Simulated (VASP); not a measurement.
VASP 6.6.1 run: BaS

INCAR

```
SIGMA = 0.3
NELM = 94
ISMEAR = -5
LASPH = .TRUE.
NSW = 0
LCHARG = .FALSE.
IBRION = -1
GGA = PE
LWAVE = .FALSE.
ISIF = 2
ENCUT = 520
EDIFF = 1E-7
LREAL = .FALSE.
NBANDS = 15
PREC = Accurate
```

KPOINTS

```
KPOINTS created by Atomic Simulation Environment
0
Gamma
6 6 6
0 0 0
```

POSCAR

```
Ba S
 1.0000000000000000
     0.0000000000000000    3.5194117709000001    3.4616934178999998
     3.5194117709000001    0.0000000000000000    3.4616934178999998
     3.5194117709000001    3.5194117709000001    0.0000000000000000
 Ba  S
   1   1
Cartesian
  0.0000000000000000  0.0000000000000000  0.0000000000000000
  1.7597058854500001  1.7597058854500001  1.7308467089499999
```

The recommended PBE PAW datasets give the neutral cell 16 valence electrons.

Command

```
mpirun -np 1 vasp_std
```

OSZICAR

```
N       E                     dE             d eps       ncg     rms          rms(c)
DAV:   1     0.924074176034E+02    0.92407E+02   -0.64290E+03   900   0.891E+02
DAV:   2    -0.380116161411E+01   -0.96209E+02   -0.87382E+02  1221   0.163E+02
DAV:   3    -0.105382559483E+02   -0.67371E+01   -0.66773E+01  1250   0.472E+01
DAV:   4    -0.107078847920E+02   -0.16963E+00   -0.16958E+00  1239   0.763E+00
DAV:   5    -0.107110067796E+02   -0.31220E-02   -0.31219E-02  1341   0.840E-01    0.519E+00
DAV:   6    -0.974049864766E+01    0.97051E+00   -0.13378E+00  1026   0.624E+00    0.354E+00
DAV:   7    -0.970134637262E+01    0.39152E-01   -0.39064E-01  1089   0.302E+00    0.254E+00
DAV:   8    -0.971271565192E+01   -0.11369E-01   -0.37703E-02  1061   0.122E+00    0.777E-01
DAV:   9    -0.972335250869E+01   -0.10637E-01   -0.16337E-02   928   0.851E-01    0.366E-01
DAV:  10    -0.972657646211E+01   -0.32240E-02   -0.13138E-03  1026   0.208E-01    0.120E-01
DAV:  11    -0.972786047031E+01   -0.12840E-02   -0.18352E-03   928   0.213E-01    0.315E-02
DAV:  12    -0.972789560939E+01   -0.35139E-04   -0.11356E-04  1324   0.502E-02    0.380E-02
DAV:  13    -0.972791410542E+01   -0.18496E-04   -0.34028E-05   963   0.351E-02    0.112E-02
DAV:  14    -0.972791397637E+01    0.12905E-06   -0.58256E-07  1278   0.502E-03    0.453E-03
DAV:  15    -0.972791368368E+01    0.29269E-06   -0.43721E-07  1026   0.397E-03    0.495E-04
DAV:  16    -0.972791373268E+01   -0.48998E-07   -0.34692E-08  1017   0.128E-03
   1 F= -.97279137E+01 E0= -.97279137E+01  d E =0.000000E+00
```

From OUTCAR

```
k-points           NKPTS =     30   k-points in BZ     NKDIM =     30   number of bands    NBANDS=     15

   NELECT =      16.0000    total number of electrons

   dimension x,y,z NGX =    40 NGY =   40 NGZ =   40
   dimension x,y,z NGXF=    80 NGYF=   80 NGZF=   80

  energy-cutoff  :      520.00
  volume of cell :       85.75
      direct lattice vectors                 reciprocal lattice vectors
     0.000000000  3.519411771  3.461693418    -0.142069196  0.142069196  0.144437979
     3.519411771  0.000000000  3.461693418     0.142069196 -0.142069196  0.144437979
     3.519411771  3.519411771  0.000000000     0.142069196  0.142069196 -0.144437979

 k-points in reciprocal lattice and weights: KPOINTS created by Atomic Simulation Env
   0.00000000  0.00000000  0.00000000       0.005
   0.16666667  0.00000000  0.00000000       0.037
   0.33333333  0.00000000  0.00000000       0.037
   0.50000000  0.00000000  0.00000000       0.019
   0.16666667  0.16666667  0.00000000       0.009
   0.33333333  0.16666667  0.00000000       0.037
   0.50000000  0.16666667  0.00000000       0.037
  -0.33333333  0.16666667  0.00000000       0.037
   ...

 E-fermi :  -0.0847

 k-point     1 :       0.0000    0.0000    0.0000
  band No.  band energies     occupation
      1     -26.1540      2.00000
      2     -11.3406      2.00000
      3     -11.3381      2.00000
      4     -11.3381      2.00000
      5     -10.0420      2.00000
      6      -0.8168      2.00000
      7      -0.8168      2.00000
      8      -0.8081      2.00000
      9       2.6797      0.00000
     10       4.9011      0.00000
     11       5.0181      0.00000
     12       6.8757      0.00000
     13       6.8757      0.00000
     14       7.0053      0.00000
     15       9.9246      0.00000

 k-point     2 :       0.1667    0.0000    0.0000
  band No.  band energies     occupation
      1     -26.1500      2.00000
      2     -11.5610      2.00000
      3     -11.3497      2.00000
      4     -11.3492      2.00000
      5      -9.8134      2.00000
      6      -0.8797      2.00000
      7      -0.7466      2.00000
      8      -0.7368      2.00000
      9       3.2617      0.00000
     10       4.7302      0.00000
     11       4.8164      0.00000
     12       6.6093      0.00000
     13       7.2660      0.00000
     14       7.3312      0.00000
     15       8.5239      0.00000

 k-point     3 :       0.3333    0.0000    0.0000
  band No.  band energies     occupation
      1     -26.1420      2.00000
      2     -11.8795      2.00000
      3     -11.3714      2.00000
      4     -11.3693      2.00000
      5      -9.4906      2.00000
      6      -0.8267      2.00000
      7      -0.6172      2.00000
      8      -0.5992      2.00000
      9       4.1651      0.00000
     10       4.8025      0.00000
     11       4.8428      0.00000
     12       5.9654      0.00000
     13       6.9930      0.00000
     14       7.0115      0.00000
     15       7.5596      0.00000

 ...

  Total        0.4630922      0.4630922      0.4792113      0.0000000     -0.0000000      0.0000000
  in kB        8.6520552      8.6520552      8.9532119      0.0000000     -0.0000000      0.0000000
  external PRESSURE =       8.7524408 kB  Pullay stress =       0.0000000 kB

 POSITION                                       TOTAL-FORCE (eV/Angst)
 -----------------------------------------------------------------------------------
      0.00000      0.00000      0.00000         0.000000      0.000000      0.000000
      1.75971      1.75971      1.73085        -0.000000     -0.000000      0.000000
 -----------------------------------------------------------------------------------
    total drift:                                0.000000      0.000000      0.000000

  FREE ENERGIE OF THE ION-ELECTRON SYSTEM (eV)
  ---------------------------------------------------
  free  energy   TOTEN  =        -9.7279137327 eV

  energy  without entropy=       -9.7279137327  energy(sigma->0) =       -9.72791373
```

It converged. Results: gap between bands v and c on the k mesh 2.78 eV; least direct gap on the k mesh 3.40 eV; pressure 0.9 GPa. Band v is the last that the valence electrons fill when counted band by band, and c is the next.

For comparison, a separate PBE run of the intended cell, on usual settings and not on those above, gives a gap of 2.78 eV on its mesh and a pressure of 0.9 GPa.

The run above took about 51 s on one core of a shared host (Intel Xeon Platinum 8488C) and held 0.24 GiB at most.
